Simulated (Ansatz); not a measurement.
Ansatz input

```yaml
crystal:
  lattice:
    - [-1.9083127164, 1.9083127164, 1.9083127164]
    - [1.9083127164, -1.9083127164, 1.9083127164]
    - [1.9083127164, 1.9083127164, -1.9083127164]
  atoms:
    - { symbol: In, position: [0.0, 0.0, 0.0] }
hamiltonian:
  xc: hse06
  pseudopotentials:
    kind: paw
    azcp:
      In: "pseudopotentials/In.paw.azcp"
basis:
  ecutwfc: 420
  fft_grid_basis: typed
kpoints:
  mp_grid: { grid: [6, 6, 6], shift: [0, 0, 0] }
magnetization:
  spin_polarized: false
scf:
  occupations: { method: fermi_dirac, width: 0.1 }
```

and its output:

```
Engine: ansatz 0.2.0, aarch64-unknown-linux-gnu
Pseudopotentials: kind: paw
Pseudopotential: In, paw, valence charge 13, recommended cutoff 420 eV (normal) 
Functional definition: HSE06
  parameter a = 0.25
  parameter omega = 0.11/bohr
  exchange = pbe_x - a*pbe_x_sr(omega) + a*exact_x_sr(omega)
  correlation = pbe_c
Crystal: 1 atoms, lattice volume = 27.798 Å³
Basis set: ecut = 420 eV, 555 PW (Γ)
Bands: 11, of which v1, the nominal top of the filled ones, is band 7 counted from 1 (6 counted from 0)
Symmetry: 48 space group operations
Space group: Im-3m (ITA 229), of the structure as read, at distance tolerance 3.0e-5 Å
k-points: 16 of 216
Non-local potential: In, projectors of the file, l = 0: 2, l = 1: 2, l = 2: 2, l = 3: 2
PAW form: soft (Blöchl's): semilocal exchange-correlation on the pseudo side does not see the compensation charge
PAW frozen core: In, regenerated for the run's functional, and the local potential with it (the file was generated under x = pbe(κ = 0.804, μ = 0.2195149727645171), c = pbe(β = 0.06672455060314922))
PAW one-centre angular grid: In, 590 points (default); XC on 64 Gauss nodes
Initial density: superposition of atomic densities (neutral atoms: chi_scale 0, normalization atom), corrected by the library's trained network
Initial wavefunctions: pseudopotential atomic-orbital guess
Functional: x = pbe(κ = 0.804, μ = 0.2195149727645171), c = pbe(β = 0.06672455060314922), warm-up for x = pbe(κ = 0.804, μ = 0.2195149727645171) + 0.25 (exact − pbe) at short range (hse, ω = 0.20786987370883472 Å⁻¹), c = pbe(β = 0.06672455060314922); HSE06 as pw.x's `hse` composes it (authors' and Libxc's form: `xc: wpbeh`)
SCF iter   1: F=—  HF=-5597.864574 eV  |F-HF|=—  |Δ(HF+E_count)|=         —  Δρ=2.03e-3  dr2=5.36e-4  ethr=1.77e-3  ⟨swp⟩=10.8  Hψ=852  notcnv=0
SCF iter   2: F=—  HF=-5597.864863 eV  |F-HF|=—  |Δ(HF+E_count)|=   2.89e-4  Δρ=9.21e-4  dr2=1.16e-4  ethr=4.12e-6  ⟨swp⟩=3.8  Hψ=418  notcnv=0  defer=2
iter 3 solved again at ethr=2.40e-9 eV; its pass at ethr=8.93e-7 eV (dr2=3.11e-7 eV) is discarded
SCF iter   3: F=—  HF=-5597.864878 eV  |F-HF|=—  |Δ(HF+E_count)|=   1.57e-5  Δρ=6.23e-5  dr2=8.33e-7  ethr=2.40e-9  ⟨swp⟩=5.3  Hψ=877  notcnv=0  defer=1
eigensolver tolerance schedule calibrated: the retry pair's looser diagonalisation under-reported the residual by θ = 0.63 (0.24/decade); ethr = c·dr2/N_el runs at the constant in force after the calibration composes with the one it found (an armed cap, an earlier calibration), c = 1.7e-2
SCF iter   4: F=—  HF=-5597.864878 eV  |F-HF|=—  |Δ(HF+E_count)|=   1.90e-7  Δρ=1.61e-5  dr2=1.80e-8  ethr=1.08e-9  ⟨swp⟩=4.1  Hψ=453  notcnv=0
SCF iter   5: F=—  HF=-5597.864878 eV  |F-HF|=—  |Δ(HF+E_count)|=   6.29e-9  Δρ=7.13e-6  dr2=7.52e-9  ethr=2.34e-11  ⟨swp⟩=4.0  Hψ=490  notcnv=0
SCF iter   6: F=—  HF=-5597.864878 eV  |F-HF|=—  |Δ(HF+E_count)|=   3.00e-9  Δρ=2.35e-6  dr2=8.16e-10  ethr=9.76e-12  ⟨swp⟩=3.0  Hψ=381  notcnv=0
SCF iter   7: F=-5597.864878 eV  HF=-5597.864878 eV  |F-HF|=1.55e-11  |Δ(HF+E_count)|=  3.52e-10  Δρ=3.83e-7  dr2=2.12e-11  ethr=1.06e-12  ⟨swp⟩=3.8  Hψ=401  notcnv=0
SCF 1 converged in 7 iterations: F = -5597.864878 eV  dr2 = 2.12e-11
Initial density: handed on by an earlier stage of this run
Initial wavefunctions: those handed on with the density
Functional: x = pbe(κ = 0.804, μ = 0.2195149727645171) + 0.25 (exact − pbe) at short range (hse, ω = 0.20786987370883472 Å⁻¹), c = pbe(β = 0.06672455060314922); HSE06 as pw.x's `hse` composes it (authors' and Libxc's form: `xc: wpbeh`)
Exchange kernel: α = 0.2500, screened, ω = 0.2079 Å⁻¹, Wigner–Seitz truncation, v(0) = 1044.4998 eV·Å³, q-mesh 6×6×6, nearest image of the exchange supercell L = 19.83 Å, pair-density grid 15×15×15, without the augmentation charges, whose exchange is taken in its separable form by FFT convolution over the k-point mesh (sized by the pseudopotential files, 20×20×20 at the most), smooth part of the exact exchange by density-matrix convolution
Frozen-core exchange: fock
iter 1 solved again at ethr=8.75e-6 eV; its pass at ethr=1.00e-1 eV (dr2=6.75e-3 eV) is discarded
SCF iter   1: F=—  HF=-5601.735496 eV  |F-HF|=—  |Δ(HF+E_count)|=         —  Δρ=6.15e-3  dr2=6.69e-3  ethr=8.75e-6  ⟨swp⟩=5.2  Hψ=1062  notcnv=0
SCF iter   2: F=—  HF=-5601.733654 eV  |F-HF|=—  |Δ(HF+E_count)|=   1.84e-3  Δρ=1.42e-3  dr2=5.78e-4  ethr=7.89e-6  ⟨swp⟩=3.2  Hψ=388  notcnv=0
SCF iter   3: F=—  HF=-5601.736087 eV  |F-HF|=—  |Δ(HF+E_count)|=   2.43e-3  Δρ=1.22e-3  dr2=2.25e-4  ethr=4.13e-7  ⟨swp⟩=4.7  Hψ=504  notcnv=0
SCF iter   4: F=—  HF=-5601.736076 eV  |F-HF|=—  |Δ(HF+E_count)|=   1.17e-5  Δρ=3.02e-4  dr2=1.89e-5  ethr=2.78e-7  ⟨swp⟩=3.1  Hψ=402  notcnv=0
SCF iter   5: F=-5601.736111 eV  HF=-5601.736111 eV  |F-HF|=1.70e-7  |Δ(HF+E_count)|=   3.52e-5  Δρ=8.31e-5  dr2=1.57e-6  ethr=1.85e-8  ⟨swp⟩=4.4  Hψ=534  notcnv=0  defer=1
SCF 2 stopped early in 5 iterations: F = -5601.736111 eV  dr2 = 1.57e-6
hybrid outer 1: dexx = +2.494e-3 eV, tail = 6.26e-6 eV
Exchange kernel: α = 0.2500, screened, ω = 0.2079 Å⁻¹, Wigner–Seitz truncation, v(0) = 1044.4998 eV·Å³, q-mesh 6×6×6, nearest image of the exchange supercell L = 19.83 Å, pair-density grid 15×15×15, without the augmentation charges, whose exchange is taken in its separable form by FFT convolution over the k-point mesh (sized by the pseudopotential files, 20×20×20 at the most), smooth part of the exact exchange by density-matrix convolution
Frozen-core exchange: fock
SCF iter   1: F=—  HF=-5601.736007 eV  |F-HF|=—  |Δ(HF+E_count)|=         —  Δρ=4.27e-5  dr2=3.86e-7  ethr=2.41e-7  ⟨swp⟩=4.3  Hψ=442  notcnv=0
iter 2 solved again at ethr=7.76e-11 eV; its pass at ethr=2.33e-9 eV (dr2=1.01e-8 eV) is discarded
SCF iter   2: F=-5601.736007 eV  HF=-5601.736008 eV  |F-HF|=9.38e-9  |Δ(HF+E_count)|=   1.29e-7  Δρ=8.31e-6  dr2=1.83e-8  ethr=7.76e-11  ⟨swp⟩=2.8  Hψ=797  notcnv=0  defer=2
SCF 3 converged in 2 iterations: F = -5601.736007 eV  dr2 = 1.83e-8
hybrid outer 2: dexx = +4.322e-8 eV, tail = 4.53e-8 eV, Δε = 2.46e-3 eV (about 3.13e-4 eV left of the loop's levels)
hybrid SCF converged: 2 outer / 7 inner (+7 warm-up), last move |dexx| = 4.32e-8 eV, tail = 4.53e-8 eV
Stability not checked: this state was not tested for a lower state beside it, because the functional holds exact exchange (a hybrid, or Hartree-Fock), whose exchange loop this test does not read (fock_operator; see scf.lower_state_search)
Free energy (F): -5601.736008 eV
Frozen-core exchange: fock
Harris-Foulkes:  -5601.736008 eV  (|F-HF|=9.38e-9)
Internal energy: -5601.723713 eV  (E = F + TS)
E sigma→0 (E₀):  -5601.729860 eV
Entropy (-TS):   -0.012294 eV (-12.294 meV/atom)
Fermi energy:    9.176219 eV
--- Per-component energies (eV) ---
  E_band       = -56.401530
  E_kinetic    = 240.743667
  E_local      = -1112.734968  (includes V_loc(G=0)·N_el)
  E_nonlocal   = 366.134889
  E_hartree    = 436.425079
  E_xc         = -171.156130
  E_vxc        = -79.422740  (∫ρ·V_xc dr)
  E_exx        = -31.949714  (= α·E_x^exact, valence–valence)
  E_paw        = -4169.481700  (= ΣΔE_a)
  E_vpaw       = -280.069020  (= ΣTr[D̂ρ^β])
  E_aug_tail   = 0.000026  (compensation charges beyond the density's cutoff)
  E_ewald      = -1160.216091
  E_core_change = 0.511229  (= ΣΔE_core)
  E_smearing   = -0.012294  (= −TS)
  E_closure    = -0.000000  (closes the sum)
  Σ components = -5601.736008   (vs F -5601.736008, Δ=0.00e0)
--- Band table (eV; the first three rows and the last of 16) ---
  k-point 0: bands = ["-7.3406", "-7.3406", "-7.3406", "-7.0968", "-7.0968", "-0.9622", "20.8556", "20.8556", "20.8556"]
  k-point 1: bands = ["-7.3645", "-7.3216", "-7.2456", "-7.1196", "-7.0984", "-0.2652", "16.3251", "18.7586", "19.5384"]
  k-point 2: bands = ["-7.4122", "-7.3344", "-7.1263", "-7.1009", "-7.0493", "1.8691", "10.5071", "16.5187", "17.8005"]
  k-point 15: bands = ["-7.4258", "-7.4258", "-6.9838", "-6.9838", "-6.9838", "10.3450", "10.8413", "10.8413", "10.8413"]
  guard bands above this table: 2 of the run's 11 bands. The solve was not asked for them (output.publish_guard_bands: true or output.eigenvalues: true publishes all)
```

Launched by

```sh
ansatz run input.yaml --threads 4 --pin off --max-ram 8192MiB --backend cpu --events-out ev --progress --plain --runs-dir out
```

On 4 threads of Arm Neoverse V1 (shared host) this took about 4.5 s of wall time and 13 s of CPU time, with 0.72 GiB at the peak.
